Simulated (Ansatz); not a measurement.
Runs of Ansatz 0.2.0 on CsSnI3. It takes space group Pm-3m (No. 221, cubic). Conventional cell: a = 6.206 Å, b = 6.206 Å, c = 6.206 Å, α = 90.00°, β = 90.00°, γ = 90.00°. Cs (site symmetry m-3m) has 12 I at 4.39 Å as nearest neighbours. I (site symmetry 4/mmm) is surrounded by 2 Sn at 3.10 Å. Sn (site symmetry m-3m) is surrounded by 6 I at 3.10 Å. 

| task | level | cell | smearing | gap on the mesh (eV) | pressure (GPa) | relaxed volume (Å³/atom) |
| --- | --- | --- | --- | --- | --- | --- |
| relaxation of cell and atoms | revPBE+D3(BJ) | relaxed | fermi-dirac 0.05 eV | 1.75 | 0.0 | (a) |
| single point | PBE | as given | gaussian 0.015 eV | 1.75 | 0.5 | - |
| relaxation of cell and atoms | BLYP+D3(BJ) | relaxed | fermi-dirac 0.05 eV | 1.83 | 0.0 | 47.80 |
| relaxation of cell and atoms | revPBE+D4 | relaxed | fermi-dirac 0.05 eV | 1.76 | 0.0 | (b) |
| relaxation of cell and atoms | BLYP+D4 | relaxed | fermi-dirac 0.05 eV | 1.85 | 0.0 | 48.82 |

Alike in all rows: potentials or basis Ansatz PAW; no spin polarisation; k mesh 5 × 5 × 5; cutoff (eV) 420.

Estimate the missing entries.

(a) 47.37; (b) 47.87.

Caveats: odd divisions of the mesh miss points on the zone boundary, where band edges often lie, so the gap on the mesh can be too wide; spin-orbit coupling is left out, which moves the levels of the heavy elements; the plane-wave basis is chosen anew once the cell has moved, so the energies of steps on either side of that aren't comparable (some runs); the PAW data sets come from PBE, with cores solved anew for the run's functional, which leaves a small shift of forces and pressure (some runs); the cell was measured hot, at 500 K (some runs).

A k mesh can miss the band edges, and the runs leave out spin-orbit coupling on Cs, I, Sn.
